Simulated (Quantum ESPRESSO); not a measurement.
The system is MoS2.

```
Mo S
1.0
     1.58000    0.91221    6.15000
    -1.58000    0.91221    6.15000
     0.00000   -1.82443    6.15000
Mo S
1 2
Direct
  0.00000 0.00000 0.00000
  0.41700 0.41700 0.41700
  0.25000 0.25000 0.25000
```

Measurements of this composition are mostly on another form, of space group No. 194.

Base run:

```yaml
Program: Quantum ESPRESSO 7.5
Functional: PBEsol
Potentials_or_basis: GBRV 1.5 PBEsol
Cutoff: 612 eV
Density_cutoff: 4898 eV
k_mesh: 10 × 10 × 10
Occupations: fermi-dirac, width 0.05 eV
Spin: no spin polarisation
Hubbard_terms: Mo d U = 3 eV
```

Its results: band gap on the k mesh 0.98 eV, indirect (least direct gap 1.83 eV); pressure 0.1 GPa; largest force 0.244 eV/Å.

The run is repeated on the same cell with these changes: hubbard terms from Mo d U = 3 eV to Mo d U = 6 eV. What comes out?

Band gap on the k mesh 0.89 eV, indirect (least direct gap 1.52 eV); pressure 0.5 GPa; largest force 0.240 eV/Å.

A k mesh can miss the band edges.
